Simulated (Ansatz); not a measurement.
The system is CdTe.

```xyz
2
Lattice="0.0000 3.2050 3.2050 3.2050 0.0000 3.2050 3.2050 3.2050 0.0000" Properties=species:S:1:pos:R:3 pbc="T T T"
Te    4.8075    4.8075    4.8075
Cd    0.0000    0.0000    0.0000
```

- Program: Ansatz 0.2.0
- Task: relaxation of cell and atoms
- Functional: HSE06
- Potentials or basis: Ansatz PAW
- Cutoff: 420 eV (not typed: the program's choice for these potentials)
- k mesh: 4 × 4 × 4
- Occupations: fermi-dirac, width 0.05 eV
- Spin: no spin polarisation

At the start: volume 32.92 Å³/atom.

Q: How do energy, volume and symmetry change on relaxing?

A: It ends after 5 steps and the volume is 35.50 Å³/atom (+7.8 %); space group F-43m (No. 216, to 0.05 Å).

Step by step:
```csv
step,energy change (eV),largest force (eV/Å),volume (Å³)
1,0.0000,0.0000,65.84
2,-0.0313,0.0000,74.37
3,-0.0498,0.0000,71.48
4,-0.0504,0.0000,71.00
5,-0.0530,0.0000,71.00
```

Final structure:
```xyz
2
Lattice="0.0000 3.2866 3.2866 3.2866 0.0000 3.2866 3.2866 3.2866 0.0000" Properties=species:S:1:pos:R:3 pbc="T T T"
Te    4.9299    4.9299    4.9299
Cd    0.0000    0.0000    0.0000
```

Caveat: the k mesh is coarse (spacing up to 0.42 Å⁻¹), so the values aren't converged, least of all with exact exchange; the plane-wave basis is chosen anew once the cell has moved, so the energies of steps on either side of that aren't comparable; the PAW data sets come from PBE, with cores solved anew for the run's functional, which leaves a small shift of forces and pressure.
